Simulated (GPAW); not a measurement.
Crystal: RbBr.

```
CELL_PARAMETERS angstrom
0.00000 3.42700 3.42700
3.42700 0.00000 3.42700
3.42700 3.42700 0.00000
ATOMIC_POSITIONS crystal
Rb 0.00000 0.00000 0.00000
Br 0.50000 0.50000 0.50000
```

Base run:

| Property | Result |
| --- | --- |
| Program | GPAW 26.7.0 |
| Functional | PBE |
| Potentials or basis | GPAW PAW data sets (gpaw-data 1.2.1) |
| Cutoff | 450 eV |
| Basis | pw |
| k mesh | 6 × 6 × 6 |
| Occupations | fermi-dirac, width 0.05 eV |
| Spin | no spin polarisation |

Its results: band gap on the k mesh 4.37 eV, direct; pressure 1.0 GPa.

Question: The run is repeated on the same cell with these changes: functional from PBE to r2SCAN; cutoff from 450 eV to 600 eV; k mesh from 6 × 6 × 6 to 7 × 7 × 7. What comes out?

Answer: Band gap on the k mesh 4.97 eV, direct; pressure 0.5 GPa.

Several settings changed at once, so the effect can't be laid on one alone.

Caveats: the cutoff is short for stress and forces, so pressures can be off by a GPa or more (some runs); the PAW data sets were made with another functional, which shifts forces and pressure a little (some runs).
